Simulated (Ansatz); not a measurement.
# HfO2 (Fm-3m) in Ansatz: further runs, part 2 of 2

Ansatz 0.2.0. Earlier steps stand in the parts before.

### 4 Phonons, PBEsol

File input.yaml:

```yaml
crystal:
  lattice:
    - [0.0, 2.5575, 2.5575]
    - [2.5575, 0.0, 2.5575]
    - [2.5575, 2.5575, 0.0]
  atoms:
    - { symbol: Hf, position: [0.0, 0.0, 0.0] }
    - { symbol: O, position: [0.75, 0.75, 0.75] }
    - { symbol: O, position: [0.25, 0.25, 0.25] }
hamiltonian:
  xc: pbesol
  pseudopotentials: { kind: paw }
kpoints:
  mp_grid: { grid: [7, 7, 7] }
scf:
  occupations: { method: fixed }
phonons:
  method: dfpt
  dielectric: true
  rigid_motions: translations
```

Potentials or basis: Ansatz PAW.

Run with:

```bash
ansatz run input.yaml --threads 2 --pin off --max-ram 5632MiB --backend cpu --events-out ev --progress --plain --runs-dir out
```

The program printed:

```text
Warning: RAYON_NUM_THREADS=2 ignored (pool sized by the plan → 2); use --threads N
Engine: ansatz 0.2.0, x86_64-unknown-linux-gnu
Pseudopotentials: kind: paw
Pseudopotential: Hf, paw, valence charge 26, recommended cutoff 420 eV (normal), Hf.paw.azcp
Pseudopotential: O, paw, valence charge 6, recommended cutoff 420 eV (normal), O.paw.azcp
Functional definition: PBEsol
  exchange = pbesol_x
  correlation = pbesol_c
Crystal: 3 atoms, lattice volume = 33.456 Å³
Basis set: ecut = 420 eV, 645 PW (Γ), exchange–correlation on 50×50×50 points (8 copies of the dense FFT grid, shifted against one another)
Bands: 23, of which v1, the nominal top of the filled ones, is band 19 counted from 1 (18 counted from 0)
Symmetry: 48 space group operations
k-points: 64 of 343 (irreducible under 4 space group operations, time reversal used)
Non-local potential: Hf, projectors of the file, l = 0: 3, l = 1: 2, l = 2: 2, l = 3: 3
Non-local potential: O, projectors of the file, l = 0: 2, l = 1: 2, l = 2: 1
PAW form: soft (Blöchl's): semilocal exchange-correlation on the pseudo side does not see the compensation charge
PAW frozen core: Hf, regenerated for the run's functional, and the local potential with it (the file was generated under x = pbe(κ = 0.804, μ = 0.2195149727645171), c = pbe(β = 0.06672455060314922))
PAW frozen core: O, regenerated for the run's functional, and the local potential with it (the file was generated under x = pbe(κ = 0.804, μ = 0.2195149727645171), c = pbe(β = 0.06672455060314922))
PAW one-centre angular grid: Hf, 590 points (default); XC on 64 Gauss nodes
PAW one-centre angular grid: O, 110 points (default); XC on 64 Gauss nodes
Initial density: superposition of atomic densities (neutral atoms: chi_scale 0, normalization atom), corrected by the library's trained network
Initial wavefunctions: pseudopotential atomic-orbital guess
Functional: x = pbesol(κ = 0.804, μ = 0.12345679012345678), c = pbesol(β = 0.046)
SCF iter   1: F=—  HF=-16725.047213 eV  |F-HF|=—  |Δ(HF+E_count)|=         —  Δρ=1.68e-2  dr2=7.65e-2  ethr=1.77e-3  ⟨swp⟩=4.0  Hψ=4827  notcnv=0  defer=126
preconditioner: auto → none  [insulator: Δε(μ)=3.580 eV  Ē_g=17.999 eV  n_scr=14 (ndim 8)  ℏωp=38.5 eV  f_vac=0.066  ε∞_Penn≈5.6]
SCF iter   2: F=—  HF=-16725.036868 eV  |F-HF|=—  |Δ(HF+E_count)|=   1.03e-2  Δρ=1.09e-2  dr2=3.28e-2  ethr=2.01e-4  ⟨swp⟩=2.0  Hψ=3067  notcnv=0  defer=128
SCF iter   3: F=—  HF=-16725.028119 eV  |F-HF|=—  |Δ(HF+E_count)|=   8.75e-3  Δρ=1.28e-3  dr2=2.43e-4  ethr=8.63e-5  ⟨swp⟩=2.0  Hψ=2446  notcnv=0  defer=128
SCF iter   4: F=—  HF=-16725.028229 eV  |F-HF|=—  |Δ(HF+E_count)|=   1.11e-4  Δρ=5.23e-4  dr2=2.80e-5  ethr=6.39e-7  ⟨swp⟩=2.3  Hψ=2558  notcnv=0  defer=128
SCF iter   5: F=—  HF=-16725.028264 eV  |F-HF|=—  |Δ(HF+E_count)|=   3.49e-5  Δρ=1.29e-4  dr2=1.73e-6  ethr=7.37e-8  ⟨swp⟩=2.3  Hψ=2677  notcnv=0  defer=1
SCF iter   6: F=—  HF=-16725.028267 eV  |F-HF|=—  |Δ(HF+E_count)|=   2.32e-6  Δρ=5.65e-6  dr2=5.81e-9  ethr=4.54e-9  ⟨swp⟩=2.0  Hψ=2038  notcnv=0
SCF iter   7: F=—  HF=-16725.028267 eV  |F-HF|=—  |Δ(HF+E_count)|=   8.32e-9  Δρ=8.21e-7  dr2=1.26e-10  ethr=1.53e-11  ⟨swp⟩=2.0  Hψ=2677  notcnv=0
SCF iter   8: F=-16725.028267 eV  HF=-16725.028267 eV  |F-HF|=0.00e0  |Δ(HF+E_count)|=  1.53e-10  Δρ=1.05e-7  dr2=2.35e-12  ethr=1.00e-12  ⟨swp⟩=7.5  Hψ=8410  notcnv=0
SCF 1 converged in 8 iterations: F = -16725.028267 eV  dr2 = 2.35e-12
NSCF: frozen V_eff on 6 k-points
DFPT response loops at Γ: preconditioner auto → none (the input reference at scf.mixing.eps_inf says where Resta's filter doesn't serve); β = 0.50; Broyden in place of MSR1
── the response to a field inside a basis, on 8×8×8 k-points: an SCF that follows is theirs, and a resumed run solves both again ──
Bands: 20, of which v1, the nominal top of the filled ones, is band 19 counted from 1 (18 counted from 0)
k-points: 60 of 512 (irreducible under 12 space group operations)
Initial density: handed on by an earlier stage of this run
Initial wavefunctions: pseudopotential atomic-orbital guess (no wavefunctions were taken with the density)
Eigensolver: Dense (60 Hₖ)
SCF iter   1: F=—  HF=-16725.031148 eV  |F-HF|=—  |Δ(HF+E_count)|=         —  Δρ=6.68e-4  dr2=2.27e-5  ethr=1.00e-1
preconditioner: auto → none  [insulator: Δε(μ)=3.763 eV  Ē_g=16.351 eV  n_scr=14 (ndim 8)  ℏωp=38.5 eV  f_vac=0.067  ε∞_Penn≈6.5]
SCF iter   2: F=—  HF=-16725.031141 eV  |F-HF|=—  |Δ(HF+E_count)|=   7.05e-6  Δρ=3.34e-4  dr2=1.55e-5  ethr=5.97e-8
SCF iter   3: F=—  HF=-16725.031140 eV  |F-HF|=—  |Δ(HF+E_count)|=   4.82e-7  Δρ=1.92e-4  dr2=3.86e-6  ethr=4.07e-8
SCF iter   4: F=—  HF=-16725.031140 eV  |F-HF|=—  |Δ(HF+E_count)|=   4.28e-7  Δρ=5.11e-5  dr2=3.22e-7  ethr=1.01e-8
SCF iter   5: F=-16725.031140 eV  HF=-16725.031140 eV  |F-HF|=3.93e-9  |Δ(HF+E_count)|=   4.49e-8  Δρ=1.22e-5  dr2=1.40e-8  ethr=8.48e-10
SCF 1 converged in 5 iterations: F = -16725.031140 eV  dr2 = 1.40e-8
DFPT response loops at Γ: mixed as the last ones told, above
SCF converged after 8 iterations
Free energy (F): -16725.028267 eV
Harris-Foulkes:  -16725.028267 eV  (|F-HF|=0.00e0)
Internal energy: -16725.028267 eV  (E = F + TS)
E sigma→0 (E₀):  -16725.028267 eV
Fermi energy:    15.283094 eV
--- Per-component energies (eV) ---
  E_band       = 26.943758
  E_kinetic    = 767.886060
  E_local      = -5815.229590  (includes V_loc(G=0)·N_el)
  E_nonlocal   = -1141.419343
  E_hartree    = 2657.204988
  E_xc         = -442.606020
  E_vxc        = -452.045957  (∫ρ·V_xc dr)
  E_paw        = -7110.083803  (= ΣΔE_a)
  E_vpaw       = 1353.337571  (= ΣTr[D̂ρ^β])
  E_aug_tail   = 0.004934  (compensation charges beyond the density's cutoff)
  E_ewald      = -5642.107159
  E_core_change = 1.321667  (= ΣΔE_core)
  E_smearing   = -0.000000  (= −TS)
  E_closure    = 0.000000  (closes the sum)
  Σ components = -16725.028267   (vs F -16725.028267, Δ=0.00e0)
--- Band table (eV; the first three rows and the last of 64) ---
  k-point 0: bands = ["-45.7290", "-14.2649", "-14.2649", "-14.2649", "-3.1891", "-0.3956", "4.3587", "4.3587", "4.3587", "4.4209", "4.4209", "4.4209", "4.6212", "10.0876", "10.0876", "10.0876", "14.7588", "14.7588", "14.7588", "19.0929", "19.0929", "20.7628", "25.4691"]
  k-point 1: bands = ["-45.7267", "-14.3441", "-14.2736", "-14.2736", "-2.9361", "-0.5701", "4.3625", "4.3625", "4.3636", "4.4142", "4.4142", "4.4211", "4.5673", "10.2804", "10.2804", "10.6179", "14.1678", "14.4036", "14.4036", "19.4416", "19.4416", "21.5322", "24.6315"]
  k-point 2: bands = ["-45.7215", "-14.5147", "-14.2932", "-14.2932", "-2.3807", "-0.8914", "4.3688", "4.3688", "4.3783", "4.4031", "4.4031", "4.4215", "4.4829", "10.7200", "10.7200", "11.7431", "13.1136", "13.8337", "13.8337", "19.8531", "19.8531", "22.0364", "24.3826"]
  k-point 63: bands = ["-45.7151", "-14.5512", "-14.4794", "-14.3246", "-1.6317", "-1.2102", "4.3764", "4.3786", "4.3898", "4.3959", "4.4038", "4.4104", "4.4212", "10.3268", "11.3642", "12.1363", "12.3663", "13.8149", "14.5639", "19.5287", "20.4943", "22.4176", "22.7262"]
--- Phonons (Γ-DFPT): 2 representative perturbations + reference, on 64 of 343 k-points (Σ response iterations 8) ---
  k mesh reduced under 4 symmetry operations, with k and −k counted as one. Each operation leaves every solved perturbation unchanged. A smaller set is not considered because the run solves the response to a homogeneous field
  ASR residual: 2.037e-5 → 0.000e0 eV/Å²; symmetrization residual: 4.950e-6 eV/Å²
  ASR residual per site (eV/Å²): 3.62e-6 2.04e-5 2.04e-5
  Γ frequencies (cm⁻¹): 0.00 0.00 0.00 191.24 191.24 191.24 544.08 544.08 544.08
  ε∞ (high-frequency dielectric tensor):
        5.403540    -0.000000     0.000000
       -0.000000     5.403540     0.000000
        0.000000     0.000000     5.403540
  ε⁰ (static dielectric tensor: ions relaxed, cell fixed):
       50.977378    -0.000000    -0.000000
       -0.000000    50.977378    -0.000000
       -0.000000    -0.000000    50.977378
  ε⁰ − ε∞ (ionic part):
       45.573838    -0.000000    -0.000000
       -0.000000    45.573838    -0.000000
       -0.000000    -0.000000    45.573838
  softest optical mode at Γ: 191.24 cm⁻¹; the repairs (sum rule, projections) moved no ω² at Γ by more than (1.05 cm⁻¹)²
  Born effective charges Z* (e; rows j = field, columns β = displacement):
    site 0:
         5.54518    0.00000   -0.00000
        -0.00000    5.54518   -0.00000
         0.00000    0.00000    5.54518
    site 1:
        -2.77259   -0.00000    0.00000
         0.00000   -2.77259    0.00000
        -0.00000    0.00000   -2.77259
    site 2:
        -2.77259   -0.00000   -0.00000
         0.00000   -2.77259    0.00000
        -0.00000   -0.00000   -2.77259
  Z* charge neutrality: 1.647e-3 e pre-enforcement
  solved inside a basis spanned on kpoints, on 8×8×8 k-points, its susceptibility summed on 12×12×12: ε∞ is read to err by 1.4e-2, Z* by 2.8e-2 e (field_mesh: kpoints solves on kpoints); Z* is corrected for what the basis lacks
  optical modes at Γ without the LO–TO term, one row a degenerate level:
      ω (cm⁻¹)  modes    IR ((D/Å)²/amu)
        191.24      3            78.4344
        544.08      3             0.0000
  optical modes at Γ + LO–TO along q̂ = [1.0000, 0.0000, 0.0000]:
      ω (cm⁻¹)  modes    IR ((D/Å)²/amu)
        191.24      2            52.2896
        544.08      3             0.0000
        587.39      1            26.1448
  optical modes at Γ + LO–TO along q̂ = [0.0000, 1.0000, 0.0000]:
      ω (cm⁻¹)  modes    IR ((D/Å)²/amu)
        191.24      2            52.2896
        544.08      3             0.0000
        587.39      1            26.1448
  optical modes at Γ + LO–TO along q̂ = [0.0000, 0.0000, 1.0000]:
      ω (cm⁻¹)  modes    IR ((D/Å)²/amu)
        191.24      2            52.2896
        544.08      3             0.0000
        587.39      1            26.1448
```

second_order_force_constants.tsv:

```text
# format = ansatz-second-order-force-constants/2
# a1_ang = 0e0 2.5575e0 2.5575e0
# a2_ang = 2.5575e0 0e0 2.5575e0
[... 83 lines left out ...]
2	0	0	0	0	0	-1.8246104188984256e0	-2.16115018826173e-30	7.149051953565419e-31	-7.313397975486465e-31	-1.8246104188984256e0	-2.120063682781469e-30	9.285550238538993e-31	-3.4019626537656134e-30	-1.8246104188984256e0
2	1	0	0	0	1	-7.795781268313481e0	7.88860905221012e-31	2.465190328815662e-31	-6.409494854920722e-31	-7.795781268313481e0	-6.902532920683853e-31	3.2869204384208807e-32	5.9164567891575885e-31	-7.79578126831348e0
2	2	0	0	0	2	9.620391687211907e0	1.372289283040718e-30	-9.614242282381081e-31	1.3722892830407186e-30	9.620391687211907e0	2.8103169748498542e-30	-9.614242282381081e-31	2.8103169748498546e-30	9.620391687211905e0
```

It took 40 s on 2 threads of AMD EPYC 7R43 (Zen 3), shared host; peak memory 0.66 GiB.

What came out:

```yaml
Free_energy: -16725.0283 eV
Band_gap_on_the_k_mesh: 3.78 eV, indirect (least direct gap 3.95 eV)
Electronic_dielectric_tensor_diagonal: 5.40
Born_charges_mean_of_the_diagonal: Hf +5.55; O -2.77 e
Highest_phonon_frequency_at_Γ_LO-TO_splitting_left_out: 544 cm⁻¹
Static_dielectric_tensor_diagonal: 50.98
```

Levels at points of the mesh, in eV from the valence-band top:
```tsv
k point	band 17	band 18	band 19	band 20	band 21	band 22
(0.00, 0.00, 0.00)	-0.52	-0.52	-0.52	3.81	3.81	5.48
```

Phonon frequencies in cm⁻¹ (negative: imaginary):
```tsv
q point	frequencies
(0.000, 0.000, 0.000)	0 0 0 191 191 191 544 544 544
```

Electronic dielectric tensor:
```
5.40 0.00 0.00
0.00 5.40 0.00
0.00 0.00 5.40
```

Born effective charge tensors (e):
atom 1, Hf
```
5.55 0.00 0.00
0.00 5.55 0.00
0.00 0.00 5.55
```
atom 2, O
```
-2.77  0.00  0.00
 0.00 -2.77  0.00
 0.00  0.00 -2.77
```
atom 3, O
```
-2.77  0.00  0.00
 0.00 -2.77  0.00
 0.00  0.00 -2.77
```

Static dielectric tensor, electrons and zone-centre modes:
```
50.98  0.00  0.00
 0.00 50.98  0.00
 0.00  0.00 50.98
```

Caveat: odd divisions of the mesh miss points on the zone boundary, where band edges often lie, so the gap on the mesh can be too wide; spin-orbit coupling is left out, which moves the levels of the heavy elements; the PAW data sets come from PBE, with cores solved anew for the run's functional, which leaves a small shift of forces and pressure.

### 5 Overview

```tsv
task	level	k mesh	atoms under strain	gap on the mesh (eV)
elastic constants	PBE	7 × 7 × 7	relaxed	3.90
Born charges and dielectric tensor	PBE	9 × 9 × 9	-	3.83
phonons	PBEsol	7 × 7 × 7	-	3.78
```

Alike in all rows: potentials or basis Ansatz PAW; no spin polarisation; cell as given; cutoff (eV) 420; smearing fixed.

On the cell as given the gap runs from 3.78 eV (PBEsol) to 3.90 eV (PBE); the meshes differ, which moves gaps too.

Caveats: odd divisions of the mesh miss points on the zone boundary, where band edges often lie, so the gap on the mesh can be too wide; spin-orbit coupling is left out, which moves the levels of the heavy elements; the PAW data sets come from PBE, with cores solved anew for the run's functional, which leaves a small shift of forces and pressure (some runs).

Total energies depend on the potentials used, so only differences within one code and one set of settings carry meaning.
